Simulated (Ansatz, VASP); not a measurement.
# Two plane-wave programs on Ti

```
Ti
1.0
     2.88618    0.00000    0.00000
    -1.44309    2.49950    0.00000
     0.00000    0.00000    4.57397
Ti
2
Direct
  0.33333 0.66667 0.25000
  0.66667 0.33333 0.75000
```

Alike in both runs: functional PBE; dispersion D3(BJ); k mesh 18 × 18 × 10; occupations gaussian, width 0.1 eV; no spin polarisation.

Ansatz relaxed the structure, and its values are those at the end. VASP's run is a single point on that final structure, the one shown.

|  | VASP | Ansatz |
| --- | --- | --- |
| version | VASP 6.6.1 | Ansatz 0.2.0 |
| potentials or method | VASP PAW PBE potentials, release 64 (Ti_sv) | scalar-relativistic, plane waves, PAW |
| plane-wave cutoff (eV) | 520 | 420 |
| valence electrons in the cell | 24 | 24 |

VASP gave:

```
gap on the k mesh at the Fermi level (eV) : none
pressure (GPa)                            : -0.3
```

**Question.** Estimate Ansatz's values.

**Answer.** gap on the k mesh at the Fermi level (eV): none; pressure (GPa): 0.0.

A gap of «none» marks a metal or a gap that the smearing closes.

Caveats: pairwise dispersion overbinds metals, which lowers pressure and volume.
